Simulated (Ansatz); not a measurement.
## Field gradients of SiO2 from run to run

Cell of run 1: an entry of the Crystallography Open Database (COD), taken as it stands.

Space group P4_12_12 (No. 92); a = 4.9727, c = 6.9257 Å.

| site | Wyckoff | site symmetry | x | y | z |
| --- | --- | --- | --- | --- | --- |
| Si | 4a | ..2 | 0.3007 | 0.3007 | 0.0000 |
| O | 8b | 1 | 0.2390 | 0.1041 | 0.1787 |

One atom of each set is listed.

Relaxed positions (PBE, cell held):

Si (0.3055, 0.3055, 0.0000)
O (0.2365, 0.1167, 0.1852)

All runs are DFT with Ansatz 0.2.0 (plane waves and PAW, scalar-relativistic unless spin–orbit coupling is named, Γ-centred meshes, Fermi–Dirac smearing where given) in this cell.

Run 1: PBE, atoms as given; 420 eV, 6×6×5 k-points, smearing 0.02 eV.
Run 2: PBE, atoms relaxed; 420 eV, 6×6×5 k-points, smearing 0.02 eV.
Run 3: r2SCAN, at the relaxed atoms; 500 eV, 6×6×5 k-points, smearing 0.02 eV.
Run 4: LDA, at the relaxed atoms; 420 eV, 6×6×5 k-points, smearing 0.02 eV.
Run 5: PBEsol, at the relaxed atoms; 420 eV, 6×6×5 k-points, smearing 0.02 eV.

| run | Si V_zz (η) | O V_zz (η) |
| --- | --- | --- |
| 1 | 0.52 (0.99) | 9.10 (0.14) |
| 2 | ? | ? |
| 3 | -0.40 (0.84) | 9.33 (0.19) |
| 4 | -0.39 (0.88) | 9.21 (0.19) |
| 5 | -0.40 (0.88) | 9.30 (0.19) |

V_zz in 10²¹ V/m².

(1) Estimate the row of run 2.

Results:

(1) Si: -0.40 (0.90); O: 9.45 (0.19). It lies nearest to run 3, from whose tensors on these sites it differs by 0.13 at most (largest principal value of the difference, on O). Taken one at a time, the positions of the atoms (as given or relaxed) move the tensors on these sites by up to 0.50 (largest principal value of the change, on O), the functional (between the two that differ most) by 0.24 (O). On some sites the largest principal value moves to another axis from run to run, and the sign of V_zz can flip with it.

In runs 1, 3, 4 the atoms aren't at the calculated equilibrium (largest force 0.48, 0.29, 0.37 eV/Å). The cell isn't the equilibrium one in runs 1, 4 (calculated pressure 8, -5 GPa), and the entry's cell may itself be off.
